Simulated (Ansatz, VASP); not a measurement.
Two plane-wave programs on N

```
N
1.0
     0.00000    1.56792    1.56792
     1.56792    0.00000    1.56792
     1.56792    1.56792    0.00000
N
1
Direct
  0.00000 0.00000 0.00000
```

Alike in both runs: task single point; functional PBE; k mesh 22 × 22 × 22; occupations gaussian, width 0.1 eV; no spin polarisation.

|  | VASP | Ansatz |
| --- | --- | --- |
| version | VASP 6.6.1 | Ansatz 0.2.0 |
| potentials or method | VASP PAW PBE potentials, release 64 (N) | scalar-relativistic, plane waves, PAW |
| plane-wave cutoff (eV) | 520 | 420 |
| valence electrons in the cell | 5 | 5 |

Ansatz gave:

```
gap on the k mesh at the Fermi level (eV) : none
pressure (GPa)                            : -2.6
```

**Question.** Estimate VASP's values.

**Answer.** gap on the k mesh at the Fermi level (eV): none; pressure (GPa): -2.7.

A gap of «none» marks a metal or a gap that the smearing closes. With one functional, cell and mesh, what is left measures potentials, basis and numerics.
